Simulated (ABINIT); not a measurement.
**Dielectric function and optical constants of NaCl**

Aim: the dielectric function of NaCl, and the optical constants that follow from it. The cell comes from an older database entry, whose edges can differ from later determinations, mostly by under a per cent.

Method: DFT, PBE, plane waves with norm-conserving potentials (PseudoDojo), scalar-relativistic, independent-particle linear optical response without local fields, in ABINIT 10.8.3.

The database entry behind the starting cell differs from later determinations by our own check (an axis about 0.4 % short against later determinations), so it need not match the best structure at ambient conditions.

### Step 1. The starting structure

It takes space group Fm-3m (No. 225, cubic). The conventional cell has a = 5.620 Å, b = 5.620 Å, c = 5.620 Å, α = 90.00°, β = 90.00°, γ = 90.00°. Cl has 6 Na at 2.81 Å nearest. Nearest to Na lie 6 Cl at 2.81 Å. Farther neighbours and most contacts between anions are not listed.

Structure file:

```cif
data_structure
_symmetry_space_group_name_H-M 'P 1'
_symmetry_Int_Tables_number 1
_cell_length_a 3.9739
_cell_length_b 3.9739
_cell_length_c 3.9739
_cell_angle_alpha 60.000
_cell_angle_beta 60.000
_cell_angle_gamma 60.000
_cell_volume 44.38
loop_
_atom_site_label
_atom_site_type_symbol
_atom_site_fract_x
_atom_site_fract_y
_atom_site_fract_z
_atom_site_occupancy
Cl1 Cl 0.50000 0.50000 0.50000 1
Na2 Na 0.00000 0.00000 0.00000 1
```

### Step 2. Ground state, bands and velocity matrix elements

First the ground state: is it a metal or has it a gap?

This step: DFT, PBE, plane waves with norm-conserving potentials (PseudoDojo), scalar-relativistic, ground state, bands at fixed density and velocity matrix elements (ABINIT 10.8.3).

The input, run.abi:

```
# ground state, bands on a dense mesh, and the derivatives d/dk of the wave functions
ndtset 3

ngkpt1 7 7 7
shiftk1 0.0 0.0 0.0
tolvrs1 1.0d-12
nband1 12
prtden1 1

iscf2 -2
getden2 1
ngkpt2 11 11 11
shiftk2 0.0 0.0 0.0
kptopt2 1
nband2 31
nbdbuf2 4
tolwfr2 1.0d-14

optdriver3 8
wfk_task3 "wfk_ddk"
prtevk3 1
getwfk3 2
getden3 1
iscf3 -2
ngkpt3 11 11 11
shiftk3 0.0 0.0 0.0
kptopt3 1
nband3 31

nshiftk 1
occopt 3
tsmear 0.001837
ecut 45.0
nstep 80
iomode 3
chksymbreak 0
chkprim 0
chksymtnons 0
acell 3*1.0 Angstrom
rprim
  0.000000000000 2.810000000000 2.810000000000
  2.810000000000 0.000000000000 2.810000000000
  2.810000000000 2.810000000000 0.000000000000
natom 2
ntypat 2
znucl 17 11
typat 1 2
xred
  0.500000000000 0.500000000000 0.500000000000
  0.000000000000 0.000000000000 0.000000000000
pseudos "Cl.upf, Na.upf"
```

On the command line:

```console
mpirun -n 4 abinit run.abi
```

Numbers of over 12 decimals in the logs are rounded to 6 here.

What it wrote:

```text
DATASET    1 : space group Fm -3 m (#225); Bravais cF (face-center cubic)
 DATASET    2 : space group Fm -3 m (#225); Bravais cF (face-center cubic)
 DATASET    3 : space group Fm -3 m (#225); Bravais cF (face-center cubic)
            ngfft          48      48      48
                         0.06997    0.06997    0.06997    0.03499    0.01749    0.06997
                         0.06997    0.03499    0.01749    0.03499    0.06997    0.13994
                         0.00451    0.01803    0.01803    0.01803    0.01803    0.01803
                         0.01803    0.01803    0.01803    0.00902    0.00451    0.01803
                         0.01803    0.01803    0.01803    0.01803    0.01803    0.00902
                         0.00451    0.01803    0.01803    0.01803    0.01803    0.00902
                         0.00451    0.01803    0.01803    0.00902    0.00451    0.00902
                         0.01803    0.03606    0.03606    0.03606    0.01803    0.03606
                         0.03606    0.03606    0.03606    0.01803    0.01803    0.03606
                         0.00451    0.01803    0.01803    0.01803    0.01803    0.01803
                         0.01803    0.01803    0.01803    0.00902    0.00451    0.01803
                         0.01803    0.01803    0.01803    0.01803    0.01803    0.00902
                         0.00451    0.01803    0.01803    0.01803    0.01803    0.00902
                         0.00451    0.01803    0.01803    0.00902    0.00451    0.00902
                         0.01803    0.03606    0.03606    0.03606    0.01803    0.03606
                         0.03606    0.03606    0.03606    0.01803    0.01803    0.03606
== DATASET  1 ==================================================================
 Real(R)+Recip(G) space primitive vectors, cartesian coordinates (Bohr,Bohr^-1):
 R(1)=  0.0000000  5.3101304  5.3101304  G(1)= -0.0941596  0.0941596  0.0941596
 R(2)=  5.3101304  0.0000000  5.3101304  G(2)=  0.0941596 -0.0941596  0.0941596
 R(3)=  5.3101304  5.3101304  0.0000000  G(3)=  0.0941596  0.0941596 -0.0941596
 Unit cell volume ucvol=  2.9946465E+02 bohr^3
 Angles (23,13,12)=  6.00000000E+01  6.00000000E+01  6.00000000E+01 degrees
 getcut: wavevector=  0.0000  0.0000  0.0000  ngfft=  48  48  48
     iter   Etot(hartree)      deltaE(h)  residm     vres2
 ETOT  1  -62.203411451927    -6.220E+01 1.576E-01 1.372E+02
 ETOT  2  -62.244856871038    -4.145E-02 4.644E-03 1.408E+01
 ETOT  3  -62.246263899315    -1.407E-03 6.714E-04 6.197E-01
 ETOT  4  -62.246281320101    -1.742E-05 4.322E-04 6.819E-02
 ETOT  5  -62.246283431702    -2.112E-06 5.168E-05 3.232E-03
 ETOT  6  -62.246283990552    -5.588E-07 3.698E-05 7.264E-05
 ETOT  7  -62.246283994397    -3.845E-09 4.748E-06 5.802E-07
 ETOT  8  -62.246283994409    -1.181E-11 3.817E-06 1.892E-08
 ETOT  9  -62.246283994408     1.570E-12 6.530E-07 8.731E-11
 ETOT 10  -62.246283994412    -4.377E-12 6.385E-07 5.548E-13
 At SCF step   10       vres2   =  5.55E-13 < tolvrs=  1.00E-12 =>converged.
 Cartesian components of stress tensor (hartree/bohr^3)
  sigma(1 1)= -3.63239150E-05  sigma(3 2)=  0.00000000E+00
  sigma(2 2)= -3.63239150E-05  sigma(3 1)=  0.00000000E+00
  sigma(3 3)= -3.63239150E-05  sigma(2 1)=  0.00000000E+00
 Mean square residual over all n,k,spin=   66.402E-10; max=  63.851E-08
 Fermi (or HOMO) energy (hartree) =   0.10735   Average Vxc (hartree)=  -0.30315
 Eigenvalues (hartree) for nkpt=  20  k points:
 kpt#   1, nband= 12, wtk=  0.00292, kpt=  0.0000  0.0000  0.0000 (reduced coord)
  -1.81687   -0.78511   -0.78511   -0.78511   -0.48580   -0.01980   -0.01980   -0.01980
   0.16945    0.38671    0.38671    0.38671
   2.00000    2.00000    2.00000    2.00000    2.00000    2.00000    2.00000    2.00000
   0.00000    0.00000    0.00000    0.00000
kinetic             :  3.34880307739366E+01
hartree             :  2.06320488069259E+01
xc                  : -1.14207048268429E+01
Ewald energy        : -3.45254426906187E+01
psp_core            :  9.87821926770297E-01
local_psp           : -5.87923509750695E+01
non_local_psp       : -1.26156870095137E+01
internal            : -6.22462839944120E+01
'-kT*entropy'       :  1.25262822077192E-15
total_energy        : -6.22462839944120E+01
total_energy_eV     : -1.69380767614897E+03
 Cartesian components of stress tensor (hartree/bohr^3)
  sigma(1 1)= -3.63239150E-05  sigma(3 2)=  0.00000000E+00
  sigma(2 2)= -3.63239150E-05  sigma(3 1)=  0.00000000E+00
  sigma(3 3)= -3.63239150E-05  sigma(2 1)=  0.00000000E+00
-Cartesian components of stress tensor (GPa)         [Pressure=  1.0687E+00 GPa]
== DATASET  2 ==================================================================
 Real(R)+Recip(G) space primitive vectors, cartesian coordinates (Bohr,Bohr^-1):
 R(1)=  0.0000000  5.3101304  5.3101304  G(1)= -0.0941596  0.0941596  0.0941596
 R(2)=  5.3101304  0.0000000  5.3101304  G(2)=  0.0941596 -0.0941596  0.0941596
 R(3)=  5.3101304  5.3101304  0.0000000  G(3)=  0.0941596  0.0941596 -0.0941596
 Unit cell volume ucvol=  2.9946465E+02 bohr^3
 Angles (23,13,12)=  6.00000000E+01  6.00000000E+01  6.00000000E+01 degrees
 getcut: wavevector=  0.0000  0.0000  0.0000  ngfft=  48  48  48
 Mean square residual over all n,k,spin=   41.041E-16; max=  99.810E-16
 Eigenvalues (hartree) for nkpt=  56  k points:
 kpt#   1, nband= 31, wtk=  0.00075, kpt=  0.0000  0.0000  0.0000 (reduced coord)
  -1.81687   -0.78511   -0.78511   -0.78511   -0.48580   -0.01980   -0.01980   -0.01980
   0.16945    0.38671    0.38671    0.38671    0.46358    0.46358    0.52942    0.61318
   0.61318    0.61318    0.86351    0.92177    0.92177    0.92177    0.99485    0.99485
   0.99485    1.06045    1.06045    1.24825    1.24825    1.24825    1.32805
== DATASET  3 ==================================================================
            ngfft          48      48      48
[...]
0.03606    0.03606    0.03606    0.01803    0.01803    0.03606
                         0.00451    0.01803    0.01803    0.01803    0.01803    0.01803
                         0.01803    0.01803    0.01803    0.00902    0.00451    0.01803
                         0.01803    0.01803    0.01803    0.01803    0.01803    0.00902
                         0.00451    0.01803    0.01803    0.01803    0.01803    0.00902
                         0.00451    0.01803    0.01803    0.00902    0.00451    0.00902
                         0.01803    0.03606    0.03606    0.03606    0.01803    0.03606
                         0.03606    0.03606    0.03606    0.01803    0.01803    0.03606
[shortened to cell, iterations, levels, energies and stress; the echo of variables, forces, comments, warnings and credits are left out]
```

Elapsed: 46 s, on 4 MPI ranks of AMD EPYC 7R43, shared host; peak memory 0.13 GiB; 3.1 min of CPU time.

Read-outs, printed or worked out from the files:

- total energy: -62.25 Ha
- gap on the k-mesh: 5.150 eV
- direct gap on the mesh: 5.150 eV

There is a gap, 5.15 eV on this mesh (points off the mesh can give less), so no carriers' term is needed.

### Step 3. Optical response

The spectrum is a sum over vertical transitions between filled and empty bands at the fixed density, so many empty bands are needed.

This step: DFT, PBE, plane waves with norm-conserving potentials (PseudoDojo), scalar-relativistic, independent-particle linear optical response without local fields (ABINIT 10.8.3).

The input, optic.abi:

```
&FILES
 ddkfile_1 = 'runo_DS3_1_EVK.nc',
 ddkfile_2 = 'runo_DS3_2_EVK.nc',
 ddkfile_3 = 'runo_DS3_3_EVK.nc',
 wfkfile = 'runo_DS2_WFK.nc'
/
&PARAMETERS
 broadening = 0.001837,
 domega = 0.0020212,
 maxomega = 0.80849,
 scissor = 0.0,
 tolerance = 0.002,
 nband_sum = 27
/
&COMPUTATIONS
 num_lin_comp = 1,
 lin_comp = 11,
 num_nonlin_comp = 0,
 num_linel_comp = 0,
 num_nonlin2_comp = 0
/
```

On the command line:

```console
optic optic.abi
```

What it wrote:

```text

 OPTIC has originally been developed by
 S. Sharma, J. K. Dewhurst and C. Ambrosch-Draxl, Phys. Rev. B 67, 165332 (2003), and
 S. Sharma and C. Ambrosch-Draxl, Physica Scripta T 109 (2004).

 rprimd(bohr)      =   0.00000   5.31013   5.31013
                       5.31013   0.00000   5.31013
                       5.31013   5.31013   0.00000
 natom             =       2
 nkpt,mband        =      56      31
 ecut              =  45.00000 Ha
 newocc: new Fermi energy is       0.078745 , with nelect=     16.000000, Number of bisection calls: 5
 Fermi level: 2.1428  (eV)

 fermie            =   0.07874 Ha   2.14276 eV
 Scissor shift     =   0.00000 Ha
 Tolerance on closeness to singularities     =   0.00200 Ha
 Smearing factor      =   0.00184 Ha
 Will use the antiresonant approximation (meaning that the antiresonant terms are neglected)
 Will not perform the bands decomposition
 linear coeffs to be calculated :
 11
 non-linear coeffs to be calculated :

 electronic part of electro-optic coeffs to be calculated :

 non-linear coeffs (V2) to be calculated :

 linear optic matrix elements will be printed :0
 optic : Call pmat2cart
 No scissor shift to be applied. Returning to main optic routine.
 optic : Call linopt
  linopt            1           1
 calculated the component:           1           1   of dielectric function
  with broadening:         (0.000000,1.83700000000000009E-003)
 and scissors shift:   0.000000
 energy window:   81.042207      eV   2.978246      Ha
 optic : Call nlinopt
 optic : Call linelop
 optic : Call nonlinopt

================================================================================

 Calculation completed.
-
program: optic
version: 10.8.3
start_datetime:
end_datetime:
overall_cpu_time:           0.1
overall_wall_time:           0.2
mpi_procs: 1
omp_threads: 1
...
```

It took 0.86 s on 1 thread; peak memory 0.05 GiB.

Numbers from this step:

```
electronic dielectric constant ε∞, mean over x, y and z (by symmetry where fewer were run) : 2.736
centre of weight of the strongest loss peak in the window                                  : 19.74 eV
```

The Im ε, E ∥ x has structure finer than the step of the table below, so its rows give means over 0.5 eV, whole bins alone (the curve runs from 0.0550 to 21.9 eV). Peaks (eV: height): 8.47: 4.86, 8.80: 6.59, 9.62: 4.60, 10.01: 4.59, 10.61: 4.97, 10.83: 5.16, 11.33: 4.71.

Sum at mesh points, not converged in k; values under the direct gap are tails of Lorentzian lines. The Im ε, E ∥ x by photon energy; means over each step:

```csv
photon energy (eV),"Im ε, E ∥ x"
0.5,9.9e-4
1.0,0.00202
1.5,0.00314
2.0,0.00443
2.5,0.00598
3.0,0.00796
3.5,0.0107
4.0,0.0148
4.5,0.0228
5.0,0.0878
5.5,0.471
6.0,0.842
6.5,0.773
7.0,1.21
7.5,2.38
8.0,2.95
8.5,4.03
9.0,4.45
9.5,3.61
10.0,3.70
10.5,4.26
11.0,4.39
11.5,3.75
12.0,2.70
12.5,2.01
13.0,1.77
13.5,1.34
14.0,1.03
14.5,0.840
15.0,0.999
15.5,0.624
16.0,0.982
16.5,0.564
17.0,0.762
17.5,0.717
18.0,0.615
18.5,0.725
19.0,0.437
19.5,0.349
20.0,0.386
20.5,0.285
21.0,0.264
21.5,0.221
```

The reflectivity at normal incidence, E ∥ x has structure finer than the step of the table below, so its rows give means over 0.5 eV, whole bins alone (the curve runs from 0.0550 to 21.9 eV). Peaks (eV: height): 11.55: 37.8, 12.32: 39.7, 12.48: 42.4, 13.31: 38.5, 13.97: 38.3, 14.24: 40.0, 15.29: 37.5.

Sum at mesh points, not converged in k. Reflectivity at normal incidence, E ∥ x against photon energy; means over each step:

photon energy (eV), reflectivity at normal incidence, E ∥ x (%) and a bar from the least value:
```
      0.5        6.1 
      1.0        6.2 
      1.5        6.3 
      2.0        6.4 
      2.5        6.6 #
      3.0        6.9 #
      3.5        7.3 #
      4.0        7.8 ##
      4.5        8.6 ###
      5.0        9.8 ####
      5.5       11.0 #####
      6.0       12.1 ######
      6.5       12.5 #######
      7.0       13.6 ########
      7.5       17.6 #############
      8.0       17.9 #############
      8.5       20.6 ################
      9.0       22.7 ##################
      9.5       18.8 ##############
     10.0       19.4 ##############
     10.5       22.9 ##################
     11.0       27.8 ########################
     11.5       32.4 #############################
     12.0       31.2 ###########################
     12.5       33.0 #############################
     13.0       28.6 #########################
     13.5       33.6 ##############################
     14.0       31.6 ############################
     14.5       19.8 ###############
     15.0       23.3 ###################
     15.5       15.0 ##########
     16.0       18.2 #############
     16.5       15.7 ##########
     17.0       11.5 ######
     17.5       13.5 ########
     18.0       11.8 ######
     18.5       16.0 ###########
     19.0       18.7 ##############
     19.5       11.6 ######
     20.0       12.4 #######
     20.5        9.4 ####
     21.0        9.6 ####
     21.5        7.7 ##
```

The loss function −Im 1/ε at q → 0, E ∥ x has structure finer than the step of the table below, so its rows give means over 0.5 eV, whole bins alone (the curve runs from 0.0550 to 21.9 eV). Peaks (eV: height): 15.34: 2.83, 18.86: 2.69, 19.25: 3.47, 19.80: 2.15, 20.13: 2.91, 20.90: 2.22, 21.34: 1.97.

Sum at mesh points, not converged in k; values under the direct gap are tails of Lorentzian lines. Table of loss function −Im 1/ε at q → 0, E ∥ x by energy loss; means over each step:

```
energy loss (eV)  loss function −Im 1/ε at q → 0, E ∥ x
             1.0                                 2.7e-4
             1.5                                 4.1e-4
             2.0                                 5.6e-4
             2.5                                 7.3e-4
             3.0                                 9.2e-4
             3.5                                0.00116
             4.0                                0.00148
             4.5                                0.00203
             5.0                                0.00638
             5.5                                 0.0306
             6.0                                 0.0489
             6.5                                 0.0403
             7.0                                 0.0601
             7.5                                 0.0777
             8.0                                  0.102
             8.5                                  0.131
             9.0                                  0.198
             9.5                                  0.196
            10.0                                  0.209
            10.5                                  0.208
            11.0                                  0.226
            11.5                                  0.256
            12.0                                  0.343
            12.5                                  0.429
            13.0                                  0.512
            13.5                                  0.590
            14.0                                  0.791
            14.5                                   1.18
            15.0                                  0.939
            15.5                                   1.48
            16.0                                   1.00
            16.5                                   1.64
            17.0                                   1.18
            17.5                                   1.32
            18.0                                   1.47
            18.5                                   1.32
            19.0                                   2.22
            19.5                                   2.06
            20.0                                   2.04
            20.5                                   1.82
            21.0                                   1.79
            21.5                                   1.44
```

From ε follow the optical constants at some laser and lamp lines:

```csv
wavelength (nm),n,k,R (%),1/α
1550,1.66,0.000,6.1,257 µm
1064,1.66,0.001,6.2,119 µm
532,1.69,0.002,6.6,26 µm
450,1.70,0.002,6.8,18 µm
365,1.73,0.003,7.2,10 µm
248,1.91,0.015,9.8,1.3 µm
193,2.03,0.076,11.6,203 nm
```

Below the direct gap, k and the depth come from the tails of the Lorentzian lines, not from transitions.

Rows near the edge hang on the gap, which this functional as a rule makes too small, and phonon-assisted absorption is left out.

### Step 4. Summary of results

* electronic dielectric constant ε∞, mean over x, y and z (by symmetry where fewer were run) (independent particles): 2.74
* centre of weight of the strongest loss peak in the window, first axis: 19.7 eV

In words: At this level (PBE, independent particles) NaCl has ε∞ = 2.74 and n = 1.66 at 1550 nm. On the mesh the gap is 5.15 eV and the least direct gap 5.15 eV. Excitons and phonon-assisted transitions are missing, and so are local fields; PBE gaps are as a rule too small, which pulls the onset down and ε∞ up. The sum runs over mesh points 0.18 Å⁻¹ apart with no interpolation, so peaks are partly noise of the mesh and static values carry its error. Besides steps told in other documents, this task had 1 run with a known fault of program or setting; those not told in a step above aren't shown.

[Logs are printed without paths, hosts, clocks, repeated set-up lines and the standing remarks that a program may print on its own settings, such as how far it seeks lower states.]

[Hosts, paths, dates, database ids (printed as entryN), source tags and the programs' standing remarks are cut or masked in the printed files.]
